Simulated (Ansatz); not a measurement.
Base system: AlSb in the zinc blende structure (space group F-43m, No. 216; a = 6.177 Å).

Calculations: r2SCAN (Ansatz, a program for electronic structure, PAW, without spin-orbit coupling), earlier PAW set.

One change was made to it. Results:

```tsv
quantity	base	after
valley order (the lowest conduction-band minima on the path, energy above the VBM, named in the base's zone)	a point along ⟨100⟩, about 0.9 Å⁻¹ from Γ 1.51 eV; L along ⟨111⟩ 1.69 eV; Γ 2.03 eV	a point along ⟨100⟩, about 0.9 Å⁻¹ from Γ 1.40 eV; L along ⟨111⟩ 1.92 eV; Γ 2.63 eV
volume per atom	29.47 Å³	27.49 Å³
smallest direct gap	2.03 eV	2.63 eV
```

Which of these changes matches the shifts?
A) pressure −1 GPa
B) pressure 4.5 GPa
C) pressure 15 GPa

B, pressure 4.5 GPa. For comparison, the valley order in the other runs: pressure −1 GPa gives a point along ⟨100⟩, about 0.9 Å⁻¹ from Γ 1.53 eV; L along ⟨111⟩ 1.63 eV; Γ 1.87 eV; pressure 15 GPa gives X along ⟨100⟩ 1.17 eV; L along ⟨111⟩ 2.30 eV.

With Sb present, leaving out spin-orbit coupling can change the band edges. Load acts through the strain it causes; cell and atoms are relaxed under it. Stability against distortions was not tested. Measured, AlSb leaves this structure (for a Cmcm phase) near 8.1 GPa (temperature not stated; as listed in Datta, Sujoy, Jana, Debnarayan, arXiv (2020)), on rising pressure, with hysteresis.
